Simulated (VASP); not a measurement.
# MgO (Fm-3m) in VASP: further runs

The runs below take MgO through single point, with LDA.

Everything below comes from runs of VASP 6.6.1. Logs are shortened: lines on timing, memory, paths and dates and some standing lists are left out, and cuts for length are marked.

### 1 The structure

It takes space group Fm-3m (No. 225, cubic). The conventional cell has a = 4.194 Å, b = 4.194 Å, c = 4.194 Å, α = 90.00°, β = 90.00°, γ = 90.00°. Around Mg (site symmetry m-3m) lie 6 O at 2.10 Å. O (site symmetry m-3m) is surrounded by 6 Mg at 2.10 Å.

The cell is a database's computed one.

### 2 Single point, LDA

INCAR

```
PREC = Accurate
ENCUT = 350
EDIFF = 1E-7
ISMEAR = 0
SIGMA = 0.05
LREAL = False
LASPH = True
NELM = 100
ALGO = Normal
ISIF = 2
LWAVE = False
LCHARG = False
GGA = CA
NBANDS = 11
ADDGRID = False
```

KPOINTS

```
regular mesh
0
Gamma
  11 11 11
```

POSCAR

```
MgO
1.0
    0.0000000000      2.0970013927      2.0970013927
    2.0970013927      0.0000000000      2.0970013927
    2.0970013927      2.0970013927      0.0000000000
Mg O
1 1
Direct
   -0.0111690000     -0.0083340000      0.0019910000
    0.5083620000      0.4891820000      0.5308490000
```

Potentials or basis: VASP PAW LDA potentials, release 64 (Mg, O).

Launch:

```console
$ cat potpaw_LDA.64/Mg/POTCAR potpaw_LDA.64/O/POTCAR > POTCAR
$ mpirun -np 1 vasp_std > vasp.out
```

OUTCAR:

```text
PREC = Accurate
   ENCUT = 350
   EDIFF = 1E-7
   ISMEAR = 0
   LREAL = False
   LASPH = True
   NELM = 100
   ISIF = 2
   GGA = CA

 Found    666 irreducible k-points:

 Following reciprocal coordinates:
            Coordinates               Weight
  0.000000  0.000000  0.000000      1.000000
  0.090909  0.000000  0.000000      2.000000
  0.000000  0.090909  0.000000      2.000000
  0.000000  0.000000  0.090909      2.000000
  0.090909  0.090909  0.090909      2.000000
  0.181818  0.000000  0.000000      2.000000
   k-points           NKPTS =    666   k-points in BZ     NKDIM =    666   number of bands    NBANDS=     11
   number of dos      NEDOS =    301   number of ions     NIONS =      2
   total plane-waves  NPLWV =   5832
   dimension x,y,z NGX =    18 NGY =   18 NGZ =   18
   dimension x,y,z NGXF=    36 NGYF=   36 NGZF=   36
   ions per type =               1   1
   NGX,Y,Z   is equivalent  to a cutoff of  10.09, 10.09, 10.09 a.u.
   NGXF,Y,Z  is equivalent  to a cutoff of  20.18, 20.18, 20.18 a.u.
 SYSTEM =  unknown system
   PREC   = accura    normal or accurate (medium, high low for compatibility)
   ISTART =      0    job   : 0-new  1-cont  2-samecut
   ICHARG =      2    charge: 1-file 2-atom 10-const
   ISPIN  =      1    spin polarized calculation?
   LNONCOLLINEAR =      F non collinear calculations
   LSORBIT =      F    spin-orbit coupling
   LASPH  =      T    aspherical Exc in radial PAW
   ENCUT  =  350.0 eV  25.72 Ry    5.07 a.u.   4.52  4.52  4.52*2*pi/ulx,y,z
   NELM   =    100;   NELMIN=  2; NELMDL= -5     # of ELM steps
   EDIFF  = 0.1E-06   stopping-criterion for ELM
   LREAL  =      F    real-space projection
   EDIFFG = 0.1E-05   stopping-criterion for IOM
   NSW    =      0    number of steps for IOM
   IBRION =     -1    ionic relax: 0-MD 1-quasi-New 2-CG
   NFREE  =      0    steps in history (QN), initial steepest desc. (CG)
   ISIF   =      2    stress and relaxation
   ISYM   =      2    0-nonsym 1-usesym 2-fastsym
   POTIM  = 0.5000    time-step for ionic-motion
   TEBEG  =    0.0;   TEEND  =   0.0 temperature during run
   PSTRESS=    0.0 pullay stress
   NELECT =       8.0000    total number of electrons
   NUPDOWN=      -1.0000    fix difference up-down
   EMIN   =  10.00;   EMAX   =-10.00  energy-range for DOS
   EFERMI =   0.00;   METHOD = LEGACY
   ISMEAR =     0;   SIGMA  =   0.05  broadening in eV -4-tet -1-fermi 0-gaus
   EFERMI_NEDOS =   21; number of points for ismear=-14 and -15
   IALGO  =     38    algorithm
   IMIX   =      4    mixing-type and parameters
     AMIX     =   0.40;   BMIX     =  1.00
     AMIX_MAG =   1.60;   BMIX_MAG =  1.00
  volume/ion in A,a.u.               =       9.22        62.23
  Fermi-wavevector in a.u.,A,eV,Ry     =   1.239261  2.341864 20.895389  1.535768
  Thomas-Fermi vector in A             =   2.373752
   LORBIT       =      0    0 simple, 1 ext, 2 COOP (PROOUT), +10 PAW based schemes
   GGA     = CA    functional components
   LHFCALC =     F    Hartree Fock is set to
   AEXX    =    0.0000 exact exchange contribution
   IVDW    =     0    specifies the selected vdW correction
   LEPSILON=     F    determine dielectric tensor
   LRPA    =     F    only Hartree local field effects (RPA)
 non-spin polarized calculation
 Gauss-broadening in eV      SIGMA  =   0.05
  energy-cutoff  :      350.00
  volume of cell :       18.44
 maximum number of plane-waves:       290
 NGX is ok and might be reduce to    18
   NGX =  9   NGY =  9   NGZ =  9

 number of electron       7.9999998 magnetization

 Free energy of the ion-electron system (eV)
  ---------------------------------------------------
  ext. energy  EPLUGINS =         0.00000000
  ---------------------------------------------------
  free energy    TOTEN  =       -13.46422811 eV

  energy without entropy =      -13.46422811  energy(sigma->0) =      -13.46422811

 E-fermi :   3.1731     XC(G=0): -11.6477

 val. band max:        2.9309957786   @ k =   0.0000   0.0000   0.0000
 cond. band min:       7.7126751815   @ k =   0.0000   0.0000   0.0000
 fundamental gap:      4.7816794029
 Fermi energy:         3.1731252909

 k-point     1 :       0.0000    0.0000    0.0000
  band No.  band energies     occupation
      1     -14.1400      2.00000
      2       2.9045      2.00000
      3       2.9189      2.00000
      4       2.9310      2.00000
      5       7.7127      0.00000
      6      18.5884      0.00000
      7      18.6274      0.00000
      8      18.6805      0.00000
      9      22.6030      0.00000
     10      24.3206      0.00000
     11      24.3421      0.00000

 k-point     2 :       0.0909    0.0000    0.0000
  band No.  band energies     occupation
      1     -14.0454      2.00000
      2       2.3660      2.00000
      3       2.8607      2.00000
      4       2.8857      2.00000
      5       8.2413      0.00000
      6      17.5149      0.00000
      7      18.8057      0.00000
      8      18.8846      0.00000
      9      23.6601      0.00000
     10      23.6906      0.00000
     11      24.0937      0.00000

 k-point     3 :       0.0000    0.0909    0.0000
  band No.  band energies     occupation
      1     -14.0454      2.00000
      2       2.3619      2.00000
      3       2.8671      2.00000
      4       2.8846      2.00000
      5       8.2404      0.00000
      6      17.5020      0.00000
      7      18.8224      0.00000
      8      18.8822      0.00000
      9      23.6677      0.00000
     10      23.6770      0.00000
     11      24.0963      0.00000

 k-point     4 :       0.0000    0.0000    0.0909
  band No.  band energies     occupation
      1     -14.0454      2.00000
      2       2.3709      2.00000
      3       2.8556      2.00000
      4       2.8844      2.00000
      5       8.2423      0.00000
      6      17.5305      0.00000
      7      18.7924      0.00000
      8      18.8805      0.00000
      9      23.6595      0.00000
     10      23.6979      0.00000
     11      24.0912      0.00000

 k-point     5 :       0.0909    0.0909    0.0909
  band No.  band energies     occupation
      1     -14.0454      2.00000
      2       2.3850      2.00000
      3       2.8542      2.00000
      4       2.8675      2.00000
      5       8.2454      0.00000
      6      17.5746      0.00000
      7      18.7930      0.00000
      8      18.8308      0.00000
      9      23.6730      0.00000
     10      23.6993      0.00000
     11      24.0871      0.00000

 k-point     6 :       0.1818    0.0000    0.0000
  band No.  band energies     occupation
      1     -13.7862      2.00000
      2       1.1670      2.00000
      3       2.7189      2.00000
      4       2.7447      2.00000
      5       9.3008      0.00000
      6      16.0727      0.00000
      7      19.2383      0.00000
      8      19.3038      0.00000
      9      22.9636      0.00000
     10      23.0062      0.00000
     11      25.1934      0.00000

 [... further k-points ...]
[... 5 lines left out ...]
  --------------------------------------------------------------------------------------
  -------------------------------------------------------------------------------------
  Total       -2.3258957     -2.0198803     -2.3993396     -0.0394921     -0.0252036     -0.0129651
  in kB     -202.0573601   -175.4729069   -208.4376452     -3.4307932     -2.1895125     -1.1263161
  external PRESSURE =    -195.3226374 kB  Pullay stress =       0.0000000 kB

 VOLUME and BASIS-vectors are now :
 -----------------------------------------------------------------------------
  energy-cutoff  :      350.00
  volume of cell :       18.44
      direct lattice vectors                 reciprocal lattice vectors
     0.000000000  2.097001393  2.097001393    -0.238435702  0.238435702  0.238435702
     2.097001393  0.000000000  2.097001393     0.238435702 -0.238435702  0.238435702
     2.097001393  2.097001393  0.000000000     0.238435702  0.238435702 -0.238435702

 POSITION                                       TOTAL-FORCE (eV/Angst)
 -----------------------------------------------------------------------------------
      2.08370      2.07776      4.15310         0.293234      0.584393      0.185562
      2.13901      2.17923      2.09185        -0.293234     -0.584393     -0.185562
 -----------------------------------------------------------------------------------
    total drift:                                0.000000      0.000421      0.000135

  FREE ENERGIE OF THE ION-ELECTRON SYSTEM (eV)
  ---------------------------------------------------
  free  energy   TOTEN  =       -13.4642281095 eV

  energy  without entropy=      -13.4642281095  energy(sigma->0) =      -13.46422811
```

Run time: 41 s. Hardware: 1 thread of AMD EPYC 9R45 (Zen 5), shared host; peak memory 0.15 GiB.

The run converged, but a check on its numbers failed (symmetry, net force, bounds or a known fault of this set-up), so they aren't taken as properties of the crystal.

Caveat: the cutoff lies under the usual one of these potentials, so the numbers hold a large basis-set error.

(Continued in part 2 of 2.)
